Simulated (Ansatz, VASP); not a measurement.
# Two plane-wave programs on Ca

The input POSCAR:

```
Ca
1.0
    1.9712759950     -3.3954901800      0.0000000000
    1.9712759950      3.3954901800      0.0000000000
    0.0000000000      0.0000000000      6.5091117400
Ca
2
Direct
    0.8355866000      0.1644134000      0.2500000000
    0.1644134000      0.8355866000      0.7500000000
```

File INCAR.step1:

```
PREC = Accurate
ENCUT = 520
ISMEAR = 0
SIGMA = 0.1
LREAL = F
LASPH = T
NELM = 80
NBANDS = 17
GGA = PE
ALGO = Normal
EDIFF = 1E-4
LWAVE = T
LCHARG = F
```

INCAR.step2

```
PREC = Accurate
ENCUT = 520
EDIFF = 1E-6
ISMEAR = 0
SIGMA = 0.1
LREAL = F
LASPH = T
NELM = 80
ALGO = Normal
ISIF = 2
LWAVE = F
LCHARG = F
METAGGA = R2SCAN
LMIXTAU = T
NBANDS = 17
ISTART = 1
```

Contents of KPOINTS:

```
regular mesh
0
Gamma
  4 4 2
```

Input for Ansatz:

```yaml
crystal:
  lattice:
    - [1.971275995, -3.39549018, 0.0]
    - [1.971275995, 3.39549018, 0.0]
    - [0.0, 0.0, 6.50911174]
  atoms:
    - { symbol: Ca, position: [0.8355866, 0.1644134, 0.25] }
    - { symbol: Ca, position: [0.1644134, 0.8355866, 0.75] }
basis:
  ecutwfc: 500
kpoints:
  mp_grid: { grid: [4, 4, 2] }
hamiltonian:
  xc: r2scan
scf:
  occupations: { method: gaussian, width: 0.1 }
output:
  forces: true
  stress: true
  eigenvalues: true
```

Alike in both runs: task single point; functional r2SCAN; k mesh 4 × 4 × 2; occupations gaussian, width 0.1 eV; no spin polarisation.

|  | VASP | Ansatz |
| --- | --- | --- |
| version | VASP 6.6.1 | Ansatz 0.2.0 |
| potentials or method | VASP PAW PBE potentials, release 64 (Ca_sv) | scalar-relativistic, plane waves, PAW |
| plane-wave cutoff (eV) | 520 | 500 |
| valence electrons in the cell | 20 | 20 |

Ansatz gave:

| Item | Value |
| --- | --- |
| gap on the k mesh at the Fermi level (eV) | none |
| pressure (GPa) | -0.1 |
| largest component of the traceless stress (GPa) | 1.21 |
| rms of the force components (eV/Å) | 0.011 |

**Question.** What did VASP give for the same quantities?

**Answer.** gap on the k mesh at the Fermi level (eV): none; pressure (GPa): 0.0; largest component of the traceless stress (GPa): 1.21; rms of the force components (eV/Å): 0.011.

Atom by atom the forces differ by 0.000 eV/Å (rms over components). A gap of «none» marks a metal or a gap that the smearing closes.

Caveats: the k mesh is coarse (spacing up to 0.48 Å⁻¹), so the values aren't converged; the PAW data sets were made with another functional, which shifts forces and pressure a little (VASP).
